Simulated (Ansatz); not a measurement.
System: CeO$_{2}$ (fluorite type, first atom moved by 0.06 Å along [111]), 3 atoms in the cell.

```
Ce O
1.0
     0.00000    2.73000    2.73000
     2.73000    0.00000    2.73000
     2.73000    2.73000    0.00000
Ce O
1 2
Direct
  0.00634 0.00634 0.00634
  0.25000 0.25000 0.25000
  0.75000 0.75000 0.75000
```

Code and potentials: Ansatz PAW hard set, 700 eV. Settings: k-mesh 4×4×4 Γ-centred; Fermi–Dirac smearing of 0.05 eV; no spin polarisation; no spin–orbit coupling. For HSE06: exchange singularity: Wigner-Seitz.

Plain PBE gives:

| Quantity | Value |
| --- | --- |
| Pressure | 0.67 GPa |
| Gap on the mesh | 1.93 eV |

```csv
atom,Fx (eV/Å),Fy (eV/Å),Fz (eV/Å)
Ce1,-0.219,-0.219,-0.219
O2,0.119,0.119,0.119
O3,0.100,0.100,0.100
```

(1) What changes under HSE06?

Results:

(1) The pressure decreases by 7.33 GPa to -6.66 GPa; the gap rises by 1.652 eV to 3.585 eV; the forces move by 42 meV/Å (rms):

```
atom  Fx (eV/Å)  Fy (eV/Å)  Fz (eV/Å)
 Ce1     -0.185     -0.185     -0.185
  O2      0.100      0.100      0.100
  O3      0.084      0.084      0.084
```

The stress includes the program's correction for the finite plane-wave basis.

A gap read on the mesh is an upper bound of this method's gap, since the mesh can miss a band edge. The k-mesh is modest, so these values aren't fully converged in k. Spin–orbit coupling is left out; with heavy elements it can shift the gap and split levels by tenths of an eV. Potentials made with PBE were used with another functional (at least in: Ansatz PAW hard set, 700 eV (HSE06)). Semilocal functionals give gaps that mostly lie well below measured ones.
